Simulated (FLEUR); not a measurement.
Crystal: Te2Mo.

```
Te Mo
1.0
     3.51820    0.00000    0.00000
    -1.75910    3.04685    0.00000
     0.00000    0.00000   13.97360
Te Mo
4 2
Cartesian
  1.7591 1.0156 5.2960
  0.0000 2.0312 12.2828
  1.7591 1.0156 1.6908
  0.0000 2.0312 8.6776
  1.7591 1.0156 10.4802
  0.0000 2.0312 3.4934
```

* Program: FLEUR MaX-R8.1 (later development tree)
* Task: single point
* Functional: PBEsol
* Potentials or basis: all-electron
* Basis: FLAPW
* Kmax: 4.5 1/bohr
* k mesh: 9 × 9 × 2
* Occupations: fermi-dirac, width 0.05 eV
* Spin: no spin polarisation
* Gmax: 13.9 1/bohr
* Muffin-tin radii: Te 2.18, Mo 2.43 bohr
* lmax: Te 9, Mo 10
* lnonsphr: Te 9, Mo 10
* Local orbitals a species: Te 6, Mo 5
* Max iterations: 60
* Mixing factor: 0.05
* Mixer: Anderson
* Mixer history: 15

On this cell: largest force 0.089 eV/Å; band gap on the k mesh 0.76 eV, indirect (least direct gap 1.04 eV).

The same run follows on a disturbed copy (atoms moved at random, drawn with an rms of 0.05 Å):

```
Te Mo
1.0
     3.51820    0.00000    0.00000
    -1.75910    3.04685    0.00000
     0.00000    0.00000   13.97360
Te Mo
4 2
Cartesian
  1.7844 1.0665 5.3017
  -0.0060 2.0372 12.2986
  1.7769 1.0402 1.7305
  0.0259 2.0565 8.7061
  1.7362 0.9709 10.4647
  -0.0312 2.0009 3.5280
```

What changes?

The energy moves by +18.5 meV/atom; largest force 1.308 eV/Å; band gap on the k mesh 0.72 eV, indirect (least direct gap 1.02 eV).

Forces on the atoms (eV/Å):
```
Te  -0.450 -0.584  0.373
Te  -0.120 -0.339 -0.352
Te  -0.360 -0.400 -0.068
Te  -0.335 -0.537 -0.486
Mo   0.456  0.884  0.850
Mo   0.809  0.976 -0.316
```

Caveats: spin-orbit coupling is left out, which moves the levels of the heavy elements; an odd mesh through Γ misses points on the zone boundary, where band edges often lie.
